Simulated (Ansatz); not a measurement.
## LiF: changing the choice of potentials or basis

Symmetry: Fm-3m, No. 225, cubic system. Conventional cell: a = 4.028 Å, b = 4.028 Å, c = 4.028 Å, α = 90.00°, β = 90.00°, γ = 90.00°. Around F (site symmetry m-3m) lie 6 Li at 2.01 Å. Li (site symmetry m-3m) is surrounded by 6 F at 2.01 Å.

Kept alike: task equation of state; functional PBEsol; k mesh 11 × 11 × 11; occupations fermi-dirac, width 0.05 eV; no spin polarisation. Program: Ansatz. Cutoffs run from 420 to 1500 eV. The mesh is that of the run's cell of 2 atoms. No spin-orbit coupling.

| choice of potentials or basis | volume (Å³/atom) | bulk modulus (GPa) |
| --- | --- | --- |
| Ansatz PAW (files of its older set among them) (made for PBE) | 8.031 | 72.5 |
| Ansatz PAW (made for PBE) | 8.047 | 71.4 |
| JTH PAW (made for PBE) | 8.082 | 72.4 |
| PseudoDojo standard (made for PBE) | 8.009 | 73.0 |
| PseudoDojo stringent (made for PBE) | 7.999 | 72.8 |

Volume and modulus come from cells scaled at fixed shape and fractions.

Question: What does the choice of potentials or basis change here?

Answer: The volume runs from 7.999 (PseudoDojo stringent (made for PBE)) to 8.082 Å³/atom (JTH PAW (made for PBE)). Measured: 8.158 Å³/atom at 298.15 K (a printed reference work); nearest JTH PAW (made for PBE), 0.08 Å³/atom off. The runs are for a static lattice. The bulk modulus runs from 71.4 (Ansatz PAW (made for PBE)) to 73.0 GPa (PseudoDojo standard (made for PBE)).
